A displacement that is fixed in fractional coordinates grows when the crystal is stretched along it. At a strain $\varepsilon$ the nominal amplitude $Q$, measured in the unstrained cell, becomes a real displacement $u=(1+\varepsilon)Q$. The energy of a spring goes with the square of $u$, so at fixed $Q$ an unchanged spring would store about 2 % more energy for each 1 % of stretch, and about 2 % less for each 1 % of compression. Once the strain energy is taken off, the map of TiAl below shows no such steady rise, so the spring itself must change with strain.

The approximation on trial is the simplest quadratic form. It gives the strain one parabola, gives the vibration another, and adds the two:

$$E(\varepsilon,Q)\approx \tfrac12 A\,\varepsilon^2+\tfrac12 k_0 Q^2 .$$

Here $E$ is the free energy change per cell, $A$ measures the resistance to strain along y, and $k_0$ is the stiffness of the vibration in the unstrained crystal. For a fully relaxed cell the form becomes exact in the limit of small strain and small amplitude. The table shows what happens to it at strains of several per cent.

Ansatz 0.2.0, scalar-relativistic PBE with PAW, no spin polarisation, for TiAl (P4/mmm, 2 atoms a cell); plane-wave cutoff 520 eV, k mesh 16x16x12, Gaussian smearing 0.15 eV. The strain is along y with the other edges fixed, and the amplitude is the Al displacement in the unstrained cell, kept fixed in fractional coordinates. Free energies are relative to the relaxed unstrained cell.

```tsv
strain	free energy change at mode amplitude -0.168 angstrom (meV a cell)	free energy change at mode amplitude -0.0672 angstrom (meV a cell)	free energy change at mode amplitude 0 angstrom (meV a cell)
-0.07000	260.5	140.9	117.6
-0.04670	195.7	73.6	49.8
-0.02330	159.4	36.0	12.0
0.00000	147.5	24.0	0.0
0.02330	156.2	33.7	10.0
0.04670	182.1	61.8	38.5
0.07000	222.0	104.7	82.2
```

**The row at zero strain.** In this vibration the Al atoms move along y and the Ti atoms move the opposite way. A parabola set by the energy at an amplitude of 0.0672 Å, continued to 0.168 Å, gives 150 meV, where the calculation has 147.5 meV. The parabola is thus only about 2 % too high, and the vibration alone is described well. Energies at positive amplitude, which the table leaves out, equal those at negative amplitude by symmetry and would be no additional test.

**The column at zero amplitude, from top to bottom.** Here the atoms sit on their symmetric sites and only the cell changes. Compression by 7 % costs 117.6 meV, while stretching by 7 % costs 82.2 meV. A parabola has equal arms and can't follow both. Set by the two smallest strains, it comes out about 18 meV too low in compression and 17 meV too high in tension.

The likely cause is the ordinary unevenness of atomic contacts. Like atoms that are neighbours along y take up the whole strain, and the repulsion between them steepens as they are pushed together and fades as they are drawn apart. The energy therefore climbs faster on the compressed side. The order of the two energies agrees with this picture, though the table doesn't divide the energy among the contacts. A small stress left in the reference cell adds to the difference, but at 7 % strain it shifts each energy by only about 1 meV.

The unevenness matters for anyone who takes an elastic constant from such a curve. Dividing twice the energy by the cell volume and by $\varepsilon^2$ gives 237 GPa from the most compressed row and 166 GPa from the most stretched one. The mean of the two is 201 GPa, close to the 200 GPa from the smallest strains, because the uneven part has opposite signs on the two sides and cancels. The x and z edges were held fixed, so this is the resistance to strain along y alone; a bar that is free to contract sideways would yield more easily.

**The compressed rows.** At a strain of -0.07 adding looks successful, once the computed energies of strain and vibration take the place of the two parabolas. The strain energy of 117.6 meV and the unstrained vibration energy of 147.5 meV add up to 265.1 meV, and the calculation gives 260.5 meV. The vibration seems hardly to notice the strain, and if anything to become slightly softer under compression.

That reading has the wrong sign. In the compressed cell the Al atom has moved only 0.156 Å, not 0.168 Å, so its vibration energy of 142.9 meV belongs to a shorter path. Scaled to the full displacement it becomes $142.9/0.93^2\approx165$ meV. For the same real displacement, the compressed crystal is therefore about 12 % stiffer than the unstrained one.

The stiffening has a likely chemical reason. In this vibration all Ti atoms move together and all Al atoms move together, so distances between like atoms stay as they are and only Ti–Al distances change. Each atom has twelve near neighbours, but they are not all of one kind: eight are unlike, and four are like ones in the plane. Compression shortens the Ti–Al contacts from 2.853 to 2.805 Å, and a shorter contact resists a further change of length more strongly. The contacts also turn slightly away from y. For springs that act only along the contacts, this turn alone would weaken the hold on a motion along y by about a tenth, so the stiffening of the contacts has to outweigh a loss nearly as large as the net gain. These steps are argued from geometry and general knowledge of interatomic forces; the table shows only the net result.

**The stretched rows.** At a strain of +0.07 the two effects change sign together. The Al atom now travels 0.180 Å, which should raise the energy, yet the vibration energy has dropped to 139.8 meV. Scaled to 0.168 Å it is only 122 meV, so the stretched crystal is about 17 % softer. The smaller amplitude of 0.0672 Å leads to nearly the same changes of stiffness at both ends of the table, so they don't hinge on the size of the displacement.

These rows also show how the hidden failure can be recognised. Suppose the sum is repeated with the real displacement but with the unstrained stiffness. The vibration energy at +0.07 should then be $147.5\times1.07^2\approx169$ meV, which is 29 meV too high, whereas the nominal amplitude gave an error of only 8 meV. A physically better coordinate has made the approximation worse. The earlier agreement was a cancellation between a longer path and a weaker spring.

**All rows together.** The smallest repair lets the stiffness fall in proportion to the strain, $k=k_0(1-g\varepsilon)$. The vibration part of the energy then becomes

$$\tfrac12 k_0Q^2(1+\varepsilon)^2(1-g\varepsilon)\approx\tfrac12 k_0Q^2\,[\,1+(2-g)\,\varepsilon\,].$$

The 2 comes from the longer path and $g$ from the change of the spring itself, which includes the turning of the contacts. A straight line through the scaled stiffness of the seven rows gives $g\approx2.1$, so the two nearly cancel. Near zero strain the map looks as if strain and vibration were independent, although the coupling between them is strong.

The most stretched row shows how far this repair reaches. The longer path multiplies the energy by $1.07^2\approx1.145$, and the softer spring multiplies it by $1-2.1\times0.07\approx0.85$. Together they turn 147.5 meV into about 144 meV, 3 % above the computed 139.8 meV. This row was part of the fit, so the comparison shows how well a straight line describes the data and is no independent prediction. The printed analysis after this text also holds a fit with a squared term, which follows the seven rows much more closely.

The same reasoning carries over to vibration frequencies, which go with the square root of the stiffness. From 262 cm⁻¹ in the unstrained crystal, the scaled energies lead to an estimate of about 278 cm⁻¹ at the compressed end and 239 cm⁻¹ at the stretched end. Taken at face value, the nominal energies would instead give $262\sqrt{142.9/147.5}\approx258$ cm⁻¹ under compression, a fall in place of a rise. For a displacement at right angles to the strain the geometric factor is absent, and a map of this kind would show the change of stiffness undisguised.

What remains open is the need for the squared term. A spring that weakens exponentially as its atoms move apart would gain more stiffness on compression than it loses on equal stretching. The table has it the other way round, with a gain of 12 % against a loss of 17 %. If the contacts stiffen enough to outweigh their turning, the picture of stiffer short contacts explains the direction of the change, but not by itself its curvature. How far the turning of the contacts and how far the bonding itself bends the curve this way is a question that these energies leave unanswered.

Numerical output:

```
Vibration energy and adding:
      row  nominal 0.168 A (meV)  real Al displacement (A)  scaled to real 0.168 A (meV)  adding at equal nominal amplitude less computed (meV)  adding at equal real displacement less computed (meV)  Ti-Al contact (A)
    -0.07                  142.9                    0.1562                         165.2                                                    4.6                                                 -15.33              2.805
  -0.0467                  145.9                    0.1602                         160.5                                                    1.6                                                 -11.85              2.821
  -0.0233                  147.4                    0.1641                         154.5                                                    0.1                                                 -6.693              2.836
      0.0                  147.5                     0.168                         147.5                                                      0                                                      0              2.853
   0.0233                  146.2                    0.1719                         139.6                                                    1.3                                                  8.254              2.869
   0.0467                  143.6                    0.1758                         131.1                                                    3.9                                                     18              2.886
     0.07                  139.8                    0.1798                         122.1                                                    7.7                                                  29.07              2.903
fit of rel on 7 rows: coefficient of sp -2.108 +/- 0.13; rms 1.53, worst -0.07 2.74, leave-one-out rms 2.18
fit of rel on 7 rows: coefficient of sp -2.108 +/- 0.013, coefficient of sp**2 -0.053 +/- 0.002; rms 0.132, worst -0.0467 -0.154, leave-one-out rms 0.314
Stiffness change at strain -0.07 (%): 12.01
Stiffness change at strain +0.07 (%): -17.22
Same from small amplitude at strain -0.07 (%): 12.25
Same from small amplitude at strain +0.07 (%): -18.12
Parabola from 0.0672 A continued to 0.168 A at zero strain (meV): 150
Its excess over the computed energy (%): 1.695
Estimated wavenumber at strain -0.07 (1/cm): 277.5
Estimated wavenumber at strain +0.07 (1/cm): 238.6
Strain parabola from the smallest strains continued to 0.07 (meV): 99.28
Parabola less computed at strain -0.07 (meV): -18.32
Parabola less computed at strain +0.07 (meV): 17.08
Elastic constant from mean of both smallest strains (GPa): 200
Elastic constant from strain -0.07 alone (GPa): 236.9
Elastic constant from strain +0.07 alone (GPa): 165.6
Elastic constant from mean of both strains of 0.07 (GPa): 201.3
Share of the residual slope at strain 0.07 (meV): 1.182
```
